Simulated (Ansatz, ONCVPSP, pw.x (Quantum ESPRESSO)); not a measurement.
From atom to crystal: ONCV potential for silicon (Si)

Si (Z = 14), optimised norm-conserving Vanderbilt (ONCV), made with ONCVPSP 4.0.1 (PBE, scalar-relativistic). Core [Ne], reference 3s2 3p2. Waves: 3s: rc 2.00 bohr, ncon 4, nbas 7, qcut 3.4 1/bohr, 2 projectors, debl 3.8 Ha; 3p: rc 2.15 bohr, ncon 4, nbas 8, qcut 3.9 1/bohr, 1 projector; d scattering state at 0.1 Ha: rc 2.10 bohr, ncon 3, nbas 7, qcut 3.9 1/bohr, 2 projectors, debl 2.6 Ha. Local part: polynomial inside 1.90 bohr (lpopt 4, dvloc0 0 Ha). Core correction: Teter function, fcfact 3.25, rcfact 1.2.

Atomic tests: cutoffs needed: 9.3 Ha and 27 Ha (the cutoffs (Ha) at which the residual kinetic energy of the hardest occupied pseudo-wave falls to 1 and 0.1 mHa per electron) The cutoffs count occupied waves only; projector 2 of the d channel, the hardest unoccupied one, needs 52 Ha at the loose tolerance.; ghost test: no bound ghost flagged; GHOST(+) flagged for s at 181.0 eV; largest excitation error: +46 meV (all-electron minus pseudo) for 3s1 3p0, out of 4 test configurations.

Crystal test: diamond Si in pw.x 7.5, no spin, 8³ k-points, Fermi–Dirac smearing 0.01 Ry, cutoffs 65/260 Ry. The reference is all-electron LAPW (Ansatz 0.2.0) with the same functional, mesh and smearing; V0 and B0 come from Birch–Murnaghan fits to the pressures at five volumes. Errors are pseudo minus all-electron; Δ is the rms difference of the E(V) curves that follow from these fits, minima aligned, over ±6 % about the mean V0. Mesh and smearing are coarse, so the numbers serve the comparison and aren't converged zero-temperature values; the lattice is a test structure that the element need not adopt.

All-electron: a0 = 5.469 Å (V0 = 20.45 Å³/atom), B0 = 88.5 GPa.

**Question.** How far does the potential miss the all-electron equation of state?

**Answer.** mean pressure error (GPa): -0.12; a0 (Å): 5.467; a0 error (%): -0.04; B0 error (%): -0.6; Δ (meV/atom): 0.5.

```tsv
V (Å³/atom)	P all-electron (GPa)	P pseudo (GPa)
19.440	5.01	4.83
19.951	2.31	2.17
20.463	-0.05	-0.17
20.975	-2.12	-2.21
21.486	-3.93	-4.00
```

**Question.** At the middle volume, how do free energy and pressure move when the wave cutoff is lowered (ecutrho kept at four times it)?

**Answer.**

| cutoff (Ry) | shift of F (meV/atom) | shift of P (GPa) |
| --- | --- | --- |
| 29 | +19.7 | -0.09 |
| 39 | +17.0 | -0.09 |
| 52 | +4.9 | -0.21 |

The run at the middle volume (29 k-points, 7 iterations) took about 19 s on one core of a shared host (Intel(R) Xeon(R) Processor @ 2.60GHz, 24 threads, 31 GiB, load 12).
